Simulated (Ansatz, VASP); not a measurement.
## CoSi2: VASP beside Ansatz

```
Co Si
1.0
     0.00000    2.70646    2.70646
     2.70646    0.00000    2.70646
     2.70646    2.70646    0.00000
Co Si
1 2
Direct
  0.00000 0.00000 0.00000
  0.25000 0.25000 0.25000
  0.75000 0.75000 0.75000
```

Alike in both runs: task single point; functional PBE; k mesh 14 × 14 × 14; occupations gaussian, width 0.1 eV; no spin polarisation.

```csv
,VASP,Ansatz
version,VASP 6.6.1,Ansatz 0.2.0
potentials or method,"VASP PAW PBE potentials, release 64 (Co, Si)","scalar-relativistic, plane waves, PAW"
plane-wave cutoff (eV),520,420
valence electrons in the cell,17,25
```

|  | VASP | Ansatz | Ansatz less VASP |
| --- | --- | --- | --- |
| gap on the k mesh at the Fermi level (eV) | none | none | - |
| pressure (GPa) | -5.2 | -4.9 | +0.21 |

A gap of «none» marks a metal or a gap that the smearing closes. The functional is the same, so the differences come from potentials, cutoffs and numerics. The two sets of potentials don't hold the same shells in valence.

Spin polarisation is off, so any magnetic state and its effect on volume and gap are missing.
